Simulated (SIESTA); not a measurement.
The system is Zr.

```xyz
2
Lattice="3.2320 0.0000 0.0000 -1.6160 2.7990 0.0000 0.0000 0.0000 5.1470" Properties=species:S:1:pos:R:3 pbc="T T T"
Zr    1.6160    0.9330    3.8603
Zr    0.0000    1.8660    1.2868
```

Program: SIESTA 5.4.2. Alike in all runs: no spin polarisation; cell as given; k mesh 9 × 9 × 5; smearing fermi-dirac 0.05 eV; grid cutoff 800 Ry.

**Question.** Order these runs on this cell by their pressure, lowest first.
A. level BLYP; potentials or basis PseudoDojo 0.4 standard (PBE files), DZP (energy shift 0.002 Ry); energy shift 0.002 Ry
B. level PBE; potentials or basis PseudoDojo 0.4 standard (PBE files), DZP (energy shift 0.002 Ry); energy shift 0.002 Ry
C. level PBEsol; potentials or basis PseudoDojo 0.4 standard (PBEsol files), DZP (energy shift 0.003 Ry; two zetas on semicore shells); energy shift 0.003 Ry
D. level LDA; potentials or basis PseudoDojo 0.4 standard (LDA files), DZP (energy shift 0.003 Ry; two zetas on semicore shells); energy shift 0.003 Ry

**Answer.** D (-5.3 GPa), C (-2.5 GPa), B (0.8 GPa), A (4.0 GPa).

Caveats: the basis of atomic orbitals isn't converged, which shifts pressures, moduli and gaps; semicore shells carry a single zeta, which can move pressures by several GPa and volumes by a few percent (some runs); the potentials were made for another functional, which shifts forces and pressure (some runs).

Not every run made on this cell is shown here.
